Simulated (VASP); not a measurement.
HfS2:

```
CELL_PARAMETERS angstrom
3.63966 0.00000 0.00000
-1.81983 3.15204 0.00000
0.00000 0.00000 6.05556
ATOMIC_POSITIONS crystal
Hf 0.00000 0.00000 0.00000
S 0.66667 0.33333 0.76395
S 0.33333 0.66667 0.23605
```

The cell is a database's computed one.

- Program: VASP 6.6.1
- Task: relaxation of cell and atoms
- Functional: r2SCAN
- Dispersion: rVV10
- Potentials or basis: VASP PAW PBE potentials, release 64 (Hf_pv, S)
- Cutoff: 600 eV
- k mesh: 9 × 9 × 5
- Occupations: gaussian, width 0.03 eV
- Spin: no spin polarisation

At the start: pressure -0.7 GPa; volume 23.16 Å³/atom.

Q: How do energy, volume and symmetry change on relaxing?

A: Over 14 steps the energy falls by 2.7 meV/atom and the volume is 22.26 Å³/atom (-3.9 %); space group P-3m1 (No. 164, to 0.05 Å).

The path:
| step | energy change (eV) | largest force (eV/Å) | pressure (GPa) | volume (Å³) |
| --- | --- | --- | --- | --- |
| 1 | 0.0000 | 0.0361 | -0.75 | 69.47 |
| 2 | -0.0003 | 0.2110 | 0.75 | 68.39 |
| 3 | -0.0014 | 0.1274 | 0.05 | 68.90 |
| 4 | -0.0027 | 0.0910 | 0.00 | 68.68 |
| 5 | -0.0044 | 0.0199 | -0.11 | 68.03 |
| 6 | -0.0053 | 0.0113 | -0.03 | 67.79 |
| 7 | -0.0072 | 0.0138 | 0.21 | 67.09 |
| 8 | -0.0056 | 0.0578 | 0.80 | 65.67 |
| 9 | -0.0076 | 0.0306 | 0.40 | 66.66 |
| 10 | -0.0076 | 0.0661 | -0.41 | 66.87 |
| 11 | -0.0080 | 0.0202 | -0.03 | 66.77 |
| 12 | -0.0080 | 0.0176 | -0.01 | 66.77 |
| 13 | -0.0080 | 0.0158 | 0.00 | 66.76 |
| 14 | -0.0080 | 0.0063 | 0.02 | 66.77 |

Final structure:
```
Hf S
1.0
     3.62325    0.00000    0.00000
    -1.81163    3.13783    0.00000
     0.00000    0.00000    5.87250
Hf S
1 2
Cartesian
  3.6233 0.0000 0.0000
  1.8116 1.0459 4.4366
  0.0000 2.0919 1.4359
```

Caveat: the PAW data sets were made with another functional, which shifts forces and pressure a little.
